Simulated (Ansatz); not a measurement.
# SnO (P4/nmm): equation of state

The task here is to estimate one member of a computed series from the others.

Computed with Ansatz 0.2.0 (DFT PBE, scalar-relativistic, plane waves, PAW, unless a step's input says otherwise).

### Starting point

Symmetry: P4/nmm, No. 129, tetragonal system. The conventional cell has a = 3.868 Å, b = 3.868 Å, c = 5.068 Å, α = 90.00°, β = 90.00°, γ = 90.00°. Sn (site symmetry 4mm) is surrounded by 4 O at 2.25 Å. Around O (site symmetry -4m2) lie 4 Sn at 2.25 Å.

As a file:

```cif
data_structure
_symmetry_space_group_name_H-M 'P4/nmm:1'
_symmetry_Int_Tables_number 129
_cell_length_a 3.8683
_cell_length_b 3.8683
_cell_length_c 5.0676
_cell_angle_alpha 90.000
_cell_angle_beta 90.000
_cell_angle_gamma 90.000
_cell_volume 75.83
loop_
_atom_site_label
_atom_site_type_symbol
_atom_site_symmetry_multiplicity
_atom_site_Wyckoff_symbol
_atom_site_fract_x
_atom_site_fract_y
_atom_site_fract_z
_atom_site_occupancy
Sn1 Sn 2 c 0.00000 0.50000 0.22872 1
O1 O 2 a 0.00000 0.00000 0.00000 1
```

An earlier run at PBE left this cell at 18.957 Å³/atom and 0.01 GPa (10×10×8 mesh).

Volume factors to run: 0.980, 1.020, 0.960, 1.040.

The first run:

Contents of input.yaml:

```yaml
crystal:
  lattice:
    - [3.842290653, 0.0, 0.0]
    - [0.0, 3.842290653, 0.0]
    - [0.0, 0.0, 5.0336178153]
  atoms:
    - { symbol: Sn, position: [0.0, 0.5, 0.2287171844] }
    - { symbol: Sn, position: [0.5, 0.0, 0.7712828156] }
    - { symbol: O, position: [0.0, 0.0, 0.0] }
    - { symbol: O, position: [0.5, 0.5, 0.0] }
basis:
  ecutwfc: 420
  ecutrho_ratio: 4
kpoints:
  mp_grid: { grid: [10, 10, 8] }
hamiltonian:
  xc: pbe
scf:
  occupations: { method: gaussian, width: 0.05 }
output:
  forces: true
  stress: true
  eigenvalues: true
relax:
  f_tol: 0.01
  max_steps: 40
  cell: { stress_tol: 0.1, fix: [volume] }
```

Started as:

```
ansatz run input.yaml --threads 2 --pin off --max-ram 2662MiB --backend cpu --events-out ev --progress --plain --runs-dir out
```

Among the steps run: Volume × 0.980; At 1.020 of the relaxed volume; Volume × 0.960; Scaling the volume by 1.040.

One table of the session follows, with a row left open; its other results are not shown here.

It belongs to the step «Energy and pressure against volume». 

| volume (Å³/atom) | energy (meV/atom) | pressure (GPa) | gap (eV) |
| --- | --- | --- | --- |
| 18.199 | 2.19 | 0.99 | 0.23 |
| 18.578 | 0.54 | 0.47 | 0.37 |
| 18.957 | 0.00 | 0.01 | 0.50 |
| 19.336 | ? | ? | ? |
| 19.716 | 1.39 | -0.62 | 0.76 |

Estimate the missing values for volume (Å³/atom) = 19.336.

Worked estimate for «energy (meV/atom)». A straight line through the neighbours (18.957, 0.00) and (19.716, 1.39) gives 0.00 + (1.39 − 0.00) × (19.336 − 18.957) / (19.716 − 18.957) = 0.69; a parabola fitted to 3 rows on both sides gives 0.28.

The run gave: energy (meV/atom): 0.37; pressure (GPa): -0.37; gap (eV): 0.63. In «energy (meV/atom)» the line misses by +0.32 and the parabola by -0.09.
